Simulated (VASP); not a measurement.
# PbO2 (Fm-3m) in VASP: notebook, part 2 of 2

VASP 6.6.1. Earlier steps stand in the parts before.

## (5) Single point, PBEsol (atoms moved at random, drawn with an rms of 0.05 Å)

INCAR

```
SYSTEM = PbO2
  PREC = Accurate
  ENCUT = 520
  EDIFF = 1E-7
  ISMEAR = -1
  SIGMA = 0.05
  LREAL = .FALSE.
  LASPH = .TRUE.
  NELM = 60
  ALGO = Normal
  ISIF = 2
  LWAVE = .FALSE.
  LCHARG = .TRUE.
  GGA = PS
  LELF = .TRUE.
  LVHAR = .TRUE.
  NBANDS = 20
```

KPOINTS

```
Automatic mesh
0
G
  9 9 9
  0 0 0
```

POSCAR

```
PbO2
1.0
    0.0000000000      2.7019920000      2.7019920000
    2.7019920000      0.0000000000      2.7019920000
    2.7019920000      2.7019920000      0.0000000000
Pb O
1 2
Direct
   -0.0038920000      0.0019790000      0.0053630000
    0.7454200000      0.7468610000      0.7419540000
    0.2379960000      0.2722400000      0.2412150000
```

Potentials or basis: VASP PAW PBE potentials, release 64 (Pb_d, O).

Started as:

```sh
> cat potpaw_PBE.64/Pb_d/POTCAR potpaw_PBE.64/O/POTCAR > POTCAR
> mpirun -np 1 vasp_std > vasp.out
```

OUTCAR:

```text
SYSTEM = PbO2
   PREC = Accurate
   ENCUT = 520
   EDIFF = 1E-7
   ISMEAR = -1
   LREAL = .FALSE.
   LASPH = .TRUE.
   NELM = 60
   ISIF = 2
   GGA = PS

 ion  position               nearest neighbor table
   1  0.996  0.002  0.005-   3 2.28   2 2.30   2 2.32   3 2.33   2 2.34   3 2.37   3 2.38   2 2.40

   2  0.745  0.747  0.742-   1 2.30   1 2.32   1 2.34   1 2.40
   3  0.238  0.272  0.241-   1 2.28   1 2.33   1 2.37   1 2.38

  LATTYP: Found a face centered cubic cell.
 ALAT       =     5.4039840000

  Lattice vectors:

 A1 = (   0.0000000000,   2.7019920000,   2.7019920000)
 A2 = (   2.7019920000,   0.0000000000,   2.7019920000)
 A3 = (   2.7019920000,   2.7019920000,   0.0000000000)

Analysis of symmetry for initial positions (statically):
=====================================================================
 Subroutine PRICEL returns:
 Original cell was already a primitive cell.

 Routine SETGRP: Setting up the symmetry group for a
 face centered cubic supercell.

 Subroutine GETGRP returns: Found  1 space group operations
 (whereof  1 operations were pure point group operations)
 out of a pool of 48 trial point group operations.

The static configuration has the point symmetry C_1 .

Analysis of symmetry for dynamics (positions and initial velocities):
=====================================================================
 Subroutine PRICEL returns:
 Original cell was already a primitive cell.

 Routine SETGRP: Setting up the symmetry group for a
 face centered cubic supercell.

 Subroutine GETGRP returns: Found  1 space group operations
 (whereof  1 operations were pure point group operations)
 out of a pool of 48 trial point group operations.

The dynamic configuration has the point symmetry C_1 .

 Subroutine INISYM returns: Found  1 space group operations
 (whereof  1 operations are pure point group operations),
 and found     1 'primitive' translations

----------------------------------------------------------------------------------------

                                     Primitive cell

  volume of cell :      39.4532

  direct lattice vectors                    reciprocal lattice vectors
     0.000000000  2.701992000  2.701992000    -0.185048660  0.185048660  0.185048660
     2.701992000  0.000000000  2.701992000     0.185048660 -0.185048660  0.185048660
     2.701992000  2.701992000  0.000000000     0.185048660  0.185048660 -0.185048660

  length of vectors
     3.821193732  3.821193732  3.821193732     0.320513682  0.320513682  0.320513682

  position of ions in fractional coordinates (direct lattice)
     0.996108000  0.001979000  0.005363000
     0.745420000  0.746861000  0.741954000
     0.237996000  0.272240000  0.241215000

  ion indices of the primitive-cell ions
   primitive index   ion index
                 1           1
                 2           2
                 3           3

----------------------------------------------------------------------------------------

 KPOINTS: Automatic mesh

Automatic generation of k-mesh.
 Grid dimensions read from file:
 generate k-points for:    9    9    9

 Generating k-lattice:

  Cartesian coordinates                     Fractional coordinates (reciprocal lattice)
    -0.020560962  0.020560962  0.020560962     0.111111111  0.000000000  0.000000000
     0.020560962 -0.020560962  0.020560962     0.000000000  0.111111111  0.000000000
     0.020560962  0.020560962 -0.020560962     0.000000000  0.000000000  0.111111111

  Length of vectors
     0.035612631  0.035612631  0.035612631

  Shift w.r.t. Gamma in fractional coordinates (k-lattice)
     0.000000000  0.000000000  0.000000000

 Subroutine IBZKPT returns following result:
 ===========================================

 Found    365 irreducible k-points:

 Following reciprocal coordinates:
            Coordinates               Weight
  0.000000  0.000000  0.000000      1.000000
  0.111111  0.000000  0.000000      2.000000
  0.000000  0.111111  0.000000      2.000000
  0.000000  0.000000  0.111111      2.000000
  0.111111  0.111111  0.111111      2.000000
  0.222222  0.000000  0.000000      2.000000
[... 16 lines left out ...]
  0.111111  0.000000  0.222222      2.000000
  0.111111  0.111111 -0.111111      2.000000
 [... further k-points ...]
   k-points           NKPTS =    365   k-points in BZ     NKDIM =    365   number of bands    NBANDS=     20
   number of dos      NEDOS =    301   number of ions     NIONS =      3
   total plane-waves  NPLWV =  21952
   dimension x,y,z NGX =    28 NGY =   28 NGZ =   28
   dimension x,y,z NGXF=    56 NGYF=   56 NGZF=   56
   ions per type =               1   2
   NGX,Y,Z   is equivalent  to a cutoff of  12.18, 12.18, 12.18 a.u.
   NGXF,Y,Z  is equivalent  to a cutoff of  24.36, 24.36, 24.36 a.u.
 SYSTEM =  PbO2
   PREC   = accura    normal or accurate (medium, high low for compatibility)
   ISTART =      0    job   : 0-new  1-cont  2-samecut
   ICHARG =      2    charge: 1-file 2-atom 10-const
   ISPIN  =      1    spin polarized calculation?
   LNONCOLLINEAR =      F non collinear calculations
   LSORBIT =      F    spin-orbit coupling
   LASPH  =      T    aspherical Exc in radial PAW
   ENCUT  =  520.0 eV  38.22 Ry    6.18 a.u.   7.10  7.10  7.10*2*pi/ulx,y,z
   NELM   =     60;   NELMIN=  2; NELMDL= -5     # of ELM steps
   EDIFF  = 0.1E-06   stopping-criterion for ELM
   LREAL  =      F    real-space projection
   EDIFFG = 0.1E-05   stopping-criterion for IOM
   NSW    =      0    number of steps for IOM
   IBRION =     -1    ionic relax: 0-MD 1-quasi-New 2-CG
   NFREE  =      0    steps in history (QN), initial steepest desc. (CG)
   ISIF   =      2    stress and relaxation
   ISYM   =      2    0-nonsym 1-usesym 2-fastsym
   POTIM  = 0.5000    time-step for ionic-motion
   TEBEG  =    0.0;   TEEND  =   0.0 temperature during run
   PSTRESS=    0.0 pullay stress
   NELECT =      26.0000    total number of electrons
   NUPDOWN=      -1.0000    fix difference up-down
   EMIN   =  10.00;   EMAX   =-10.00  energy-range for DOS
   EFERMI =   0.00;   METHOD = LEGACY
   ISMEAR =    -1;   SIGMA  =   0.05  broadening in eV -4-tet -1-fermi 0-gaus
   EFERMI_NEDOS =   21; number of points for ismear=-14 and -15
   IALGO  =     38    algorithm
   IMIX   =      4    mixing-type and parameters
     AMIX     =   0.40;   BMIX     =  1.00
     AMIX_MAG =   1.60;   BMIX_MAG =  1.00
  volume/ion in A,a.u.               =      13.15        88.75
  Fermi-wavevector in a.u.,A,eV,Ry     =   1.424640  2.692180 27.614384  2.029600
  Thomas-Fermi vector in A             =   2.545110
   LORBIT       =      0    0 simple, 1 ext, 2 COOP (PROOUT), +10 PAW based schemes
   GGA     = PS    functional components
   LHFCALC =     F    Hartree Fock is set to
   AEXX    =    0.0000 exact exchange contribution
   IVDW    =     0    specifies the selected vdW correction
   LEPSILON=     F    determine dielectric tensor
   LRPA    =     F    only Hartree local field effects (RPA)
 non-spin polarized calculation
  energy-cutoff  :      520.00
  volume of cell :       39.45
 maximum number of plane-waves:      1073
   NGX = 15   NGY = 15   NGZ = 15

 number of electron      26.0000000 magnetization

 Free energy of the ion-electron system (eV)
  ---------------------------------------------------
  ext. energy  EPLUGINS =         0.00000000
  ---------------------------------------------------
  free energy    TOTEN  =       -16.74609816 eV

  energy without entropy =      -16.74027541  energy(sigma->0) =      -16.74318679

 E-fermi :   5.4833     XC(G=0): -11.4193

 val. band max:        5.4590632540   @ k =  -0.3333   0.4444   0.2222
 cond. band min:       5.9343340642   @ k =  -0.2222  -0.1111  -0.1111
 fundamental gap:      0.4752708102
 Fermi energy:         5.4833006457

 k-point     1 :       0.0000    0.0000    0.0000
  band No.  band energies     occupation
      1     -13.0004      2.00000
      2     -10.3288      2.00000
      3     -10.1370      2.00000
      4     -10.1306      2.00000
      5      -9.9051      2.00000
      6      -9.8908      2.00000
[... 12 lines left out ...]
     19      20.8524      0.00000
[... 513 lines left out ...]
      4     -10.0653      2.00000
      5      -9.9107      2.00000
      6      -9.8736      2.00000
[... 12 lines left out ...]
     19      20.7221      0.00000
     20      20.9222      0.00000

 [... further k-points ...]

------------------------ aborting loop because EDIFF is reached ----------------------------------------

  FORCE on cell =-STRESS in cart. coord.  units (eV):
  Direction    XX          YY          ZZ          XY          YZ          ZX
  --------------------------------------------------------------------------------------
  -------------------------------------------------------------------------------------
  Total       -1.2339737     -1.3002581     -1.2686763     -0.0276392     -0.0899585      0.0063715
  in kB      -50.1111431    -52.8029233    -51.5204027     -1.1224152     -3.6531744      0.2587419
  external PRESSURE =     -51.4781564 kB  Pullay stress =       0.0000000 kB

 VOLUME and BASIS-vectors are now :
 -----------------------------------------------------------------------------
  energy-cutoff  :      520.00
  volume of cell :       39.45
      direct lattice vectors                 reciprocal lattice vectors
     0.000000000  2.701992000  2.701992000    -0.185048660  0.185048660  0.185048660
     2.701992000  0.000000000  2.701992000     0.185048660 -0.185048660  0.185048660
     2.701992000  2.701992000  0.000000000     0.185048660  0.185048660 -0.185048660

 POSITION                                       TOTAL-FORCE (eV/Angst)
 -----------------------------------------------------------------------------------
      0.01984      2.70597      2.69682        -0.057917     -0.286433      0.096474
      4.02277      4.01887      4.03213         0.363243      0.024678      0.180329
      1.38735      1.29482      1.37865        -0.305326      0.261755     -0.276803
 -----------------------------------------------------------------------------------
    total drift:                                0.000326      0.000100     -0.000074

  FREE ENERGIE OF THE ION-ELECTRON SYSTEM (eV)
  ---------------------------------------------------
  free  energy   TOTEN  =       -16.7460981589 eV

  energy  without entropy=      -16.7402754125  energy(sigma->0) =      -16.74318679
```

OSZICAR:

```text
N       E                     dE             d eps       ncg     rms          rms(c)
DAV:   1     0.261427795484E+03    0.26143E+03   -0.13676E+04 14836   0.158E+03
DAV:   2     0.458466593157E+01   -0.25684E+03   -0.24462E+03 15672   0.422E+02
DAV:   3    -0.184300256992E+02   -0.23015E+02   -0.22540E+02 17392   0.130E+02
DAV:   4    -0.190957146627E+02   -0.66569E+00   -0.66489E+00 16596   0.223E+01
DAV:   5    -0.191152094710E+02   -0.19495E-01   -0.19493E-01 19392   0.405E+00    0.867E+00
DAV:   6    -0.167940961383E+02    0.23211E+01   -0.96026E+00 22268   0.391E+01    0.293E+00
DAV:   7    -0.167647573045E+02    0.29339E-01   -0.49660E-01 16412   0.732E+00    0.166E+00
DAV:   8    -0.167549487564E+02    0.98085E-02   -0.16619E-01 16328   0.371E+00    0.786E-01
DAV:   9    -0.167456037792E+02    0.93450E-02   -0.26596E-02 20980   0.177E+00    0.148E-01
DAV:  10    -0.167460532544E+02   -0.44948E-03   -0.36610E-03 15940   0.430E-01    0.518E-02
DAV:  11    -0.167460966925E+02   -0.43438E-04   -0.99289E-05 17884   0.895E-02    0.280E-02
DAV:  12    -0.167460983909E+02   -0.16984E-05   -0.33405E-05 17500   0.398E-02    0.117E-02
DAV:  13    -0.167460981703E+02    0.22060E-06   -0.65325E-06 17100   0.161E-02    0.473E-03
DAV:  14    -0.167460981293E+02    0.41040E-07   -0.15120E-06 16180   0.955E-03    0.687E-04
DAV:  15    -0.167460981589E+02   -0.29640E-07   -0.71789E-08 14548   0.304E-03
   1 F= -.16746098E+02 E0= -.16743187E+02  d E =-.582275E-02
```

Run time: 4.1 min. Hardware: 1 thread of AMD EPYC 7R13 (Zen 3), shared host; peak memory 0.33 GiB.

What came out:

| Quantity | Value |
| --- | --- |
| Free energy | -16.7461 eV |
| Pressure | -5.1 GPa |
| Largest force | 0.488 eV/Å |
| Band gap on the k mesh | none (metal or under the smearing width) |

Forces on the atoms (eV/Å):
```
Pb  -0.058 -0.286  0.096
O    0.363  0.025  0.180
O   -0.305  0.262 -0.277
```

Stress tensor (GPa, compression positive):
```
-5.01 -0.11  0.03
-0.11 -5.28 -0.37
 0.03 -0.37 -5.15
```

Caveat: the PAW data sets were made with another functional, which shifts forces and pressure a little.

## (6) Overview

```csv
level,cell,ladder,gap on the mesh (eV),pressure (GPa),largest force (eV/Å)
PBE,as given,-,none,0.6,-
PBE,"atoms moved at random, drawn with an rms of 0.05 Å",-,none,0.9,0.52
PBEsol,as given,free,none,-5.5,-
PBEsol,"atoms moved at random, drawn with an rms of 0.05 Å",free,none,-5.1,0.49
```

Alike in all rows: task single point; potentials or basis VASP PAW PBE potentials, release 64 (Pb_d, O); no spin polarisation; k mesh 9 × 9 × 9; cutoff (eV) 520; smearing fermi-dirac 0.05 eV.

Caveats: the PAW data sets were made with another functional, which shifts forces and pressure a little (some runs).

Absolute energies hang on the potentials; compare differences alone.
